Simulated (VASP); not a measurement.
A run of VASP 6.6.1 is set up as follows.

Contents of INCAR:

```
SYSTEM = Ca
  PREC = Accurate
  ENCUT = 520
  EDIFF = 1E-6
  ISMEAR = 0
  SIGMA = 0.1
  LREAL = .False.
  LASPH = .True.
  NELM = 100
  ALGO = Fast
  ISIF = 2
  LWAVE = .False.
  LCHARG = .False.
  LDIPOL = .True.
  IDIPOL = 3
  DIPOL = 0.5 0.5 0.500
  GGA = CA
  NBANDS = 22
```

File KPOINTS:

```
regular mesh
0
Gamma
  7 7 1
  0 0 0
```

The input POSCAR:

```
Ca
1.0
    2.6150000000      0.0000000000      0.0000000000
    0.0000000000      2.6150000000      0.0000000000
    0.0000000000      0.0000000000     17.2300000000
Ca
3
Direct
    0.0000000000      0.0000000000      0.3482298317
    0.0000000000      0.0000000000      0.5000000000
    0.0000000000      0.0000000000      0.6517701683
```

Potentials or basis: VASP PAW LDA potentials, release 64 (Ca_sv).

Command:

```bash
$ cat potpaw_LDA.64/Ca_sv/POTCAR > POTCAR
$ mpirun -np 1 vasp_std > vasp.out
```

Task: What does it give for the largest force?

Result: 1.356 eV/Å.

Task: Predict the band gap on the k mesh.

Result: None (metal or under the smearing width).

Forces on the atoms (eV/Å):
```
Ca   0.000  0.000 -1.356
Ca   0.000  0.000  0.000
Ca   0.000  0.000  1.356
```
